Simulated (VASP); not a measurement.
Ho:

```
CELL_PARAMETERS angstrom
0.00000 2.49425 2.49425
2.49425 0.00000 2.49425
2.49425 2.49425 0.00000
ATOMIC_POSITIONS crystal
Ho 0.00000 0.00000 0.00000
```

This isn't the form of Ho at room conditions, which is hcp.

Base run:

- Program: VASP 6.6.1
- Functional: PBE
- Potentials or basis: VASP PAW PBE potentials, release 64 (Ho)
- Cutoff: 500 eV
- k mesh: 9 × 9 × 9
- Occupations: gaussian, width 0.1 eV
- Spin: collinear spin, ferromagnetic start
- Starting moments: [4.0] μB

Its results: band gap on the k mesh none (metal or under the smearing width); pressure 2.7 GPa; net moment 3.62 μB per cell.

The run is repeated on the same cell with these changes: potentials or basis from VASP PAW PBE potentials, release 64 (Ho) to VASP PAW PBE potentials, release 64 (Ho_3), 4f in core; cutoff from 500 eV to 600 eV; further incar settings from ALGO = Normal; EDIFF = 1e-07; NBANDS = 20 to ALGO = Normal; EDIFF = 1e-07; valence electrons from 21 to 9. What comes out?

Band gap on the k mesh none (metal or under the smearing width); pressure -0.1 GPa; net moment 0.00 μB per cell.

Caveats: the magnetic or orbital state may not be the lowest; spin-orbit coupling is left out, which moves the levels of the heavy elements; the 4f electrons are frozen in the core as for a trivalent ion, so they carry no moment and show no levels (some runs).
